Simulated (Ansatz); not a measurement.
# MoP: the cost of one run

Program: the Python package of Ansatz 0.2.0. Level of theory: DFT LDA, plane waves, norm-conserving potentials. These are calculated values, not measurements.

### Step 1. Starting point

MoP P-6m2: It takes space group P-6m2 (No. 187, hexagonal). Conventional cell: a = 3.223 Å, b = 3.223 Å, c = 3.191 Å, α = 90.00°, β = 90.00°, γ = 120.00°. Mo (site symmetry -6m2) has 6 P at 2.45 Å as nearest neighbours. P (site symmetry -6m2) has 6 Mo at 2.45 Å as nearest neighbours.

Mo Im-3m: It takes space group Im-3m (No. 229, cubic). Conventional cell: a = 3.147 Å, b = 3.147 Å, c = 3.147 Å, α = 90.00°, β = 90.00°, γ = 90.00°. Mo (site symmetry m-3m) has 8 Mo at 2.73 Å as nearest neighbours.

P Cmce: The structure is orthorhombic, space group Cmce (No. 64). The conventional cell has a = 3.316 Å, b = 10.484 Å, c = 4.379 Å, α = 90.00°, β = 90.00°, γ = 90.00°. Around P (site symmetry m) lie 3 P at 2.22 to 2.24 Å.

No structure file is read: the coordinates are typed or built in the script.

### Step 2. The code

mop_formation.py

```python
"""Heat of formation of MoP at zero temperature, after relaxing cells and atoms."""

from collections import Counter

import ansatz as az
import numpy as np

config = {
    "functional": "lda",
    "tolerance": 1e-06,
    "kspacing": 0.26,
    "occupations": "cold",
    "sigma": 0.02,
}

PHASES = {
    "MoP": (
        [(3.223, 0.0, 0.0), (-1.6115, 2.7912, 0.0), (0.0, 0.0, 3.191)],
        [
            ("Mo", (0.0, 0.0, 0.0)),
            ("P", (1 / 3, 2 / 3, 0.5)),
        ],
    ),
    "Mo": (
        [(-1.573415, 1.573415, 1.573415), (1.573415, -1.573415, 1.573415), (1.573415, 1.573415, -1.573415)],
        [
            ("Mo", (0.0, 0.0, 0.0)),
        ],
    ),
    "P": (
        [(1.6582, -5.242, 0.0), (1.6582, 5.242, 0.0), (0.0, 0.0, 4.3793)],
        [
            ("P", (0.89838, 0.10162, 0.08068)),
            ("P", (0.60162, 0.39838, 0.58068)),
            ("P", (0.10162, 0.89838, 0.91932)),
            ("P", (0.39838, 0.60162, 0.41932)),
        ],
    ),
}


def build(vectors, sites):
    crystal = az.Crystal(lattice=az.Lattice.of(vectors))
    for symbol, position in sites:
        crystal = crystal.atom(symbol, position)
    return crystal


def solve(name, crystal):
    calc = (
        crystal.calculation()
        .functional(config["functional"])
        .scf(tolerance=config["tolerance"], self_checks="low")
        .pseudopotentials("nc")
        .mixing("anderson", preconditioner="resta")
        .kpoints(spacing=config["kspacing"])
        .occupations(config["occupations"], width=config["sigma"])
        .stress()
    )
    calc = calc.relax(force_tolerance=0.03, max_steps=60, cell=True)
    return calc.run(threads=1)


def counts(outcome):
    return Counter(site.symbol for site in outcome.lattice.sites)

def formation_energy(outcome, mu):
    n = counts(outcome)
    return (outcome.report["energy_sigma0_ev"] - sum(k * mu[element] for element, k in n.items())) / sum(n.values())


def volume_per_atom(outcome):
    return abs(np.linalg.det(outcome.lattice.cell_ang)) / len(outcome.lattice.sites)


def main() -> None:
    phases = {name: build(*cell) for name, cell in PHASES.items()}

    done = {name: solve(name, crystal) for name, crystal in phases.items()}

    # chemical potentials of the elements at zero temperature
    references = {"Mo": "Mo", "P": "P"}
    mu = {element: done[name].report["energy_sigma0_ev"] / len(done[name].lattice.sites) for element, name in references.items()}

    target = done["MoP"]
    heat = formation_energy(target, mu)
    n = counts(target)
    print("cell content:", dict(n), " volume", round(volume_per_atom(target), 3), "A^3/atom")
    print("formation energy", round(heat, 4), "eV/atom,", round(heat * sum(n.values()), 4), "eV per cell")
    print("bound against the elements" if heat < 0 else "unbound against the elements")


if __name__ == "__main__":
    main()
```

### Step 3. The input behind the calls

The engine receives this input (first run):

```yaml
crystal:
  lattice:
    - [3.223, 0.0, 0.0]
    - [-1.6115, 2.7912, 0.0]
    - [0.0, 0.0, 3.191]
  atoms:
    - { symbol: Mo, position: [0.0, 0.0, 0.0] }
    - { symbol: P, position: [0.3333333333333333, 0.6666666666666666, 0.5] }
kpoints:
  mp_grid:
    kspacing: 0.26
hamiltonian:
  xc: lda
  pseudopotentials:
    kind: nc
scf:
  self_checks: low
  convergence:
    dr2_threshold: 1.0e-06
  mixing:
    algorithm: anderson
    preconditioner: resta
  occupations:
    method: cold
    width: 0.02
relax:
  f_tol: 0.03
  max_steps: 60
  cell: {}
output:
  stress: true
```

### Step 4. Launch

Launch:

```bash
python mop_formation.py
```

What time and memory should one allow on 1 thread of Arm Neoverse V2, shared host?

About 84 s, with a peak of 0.48 GiB.
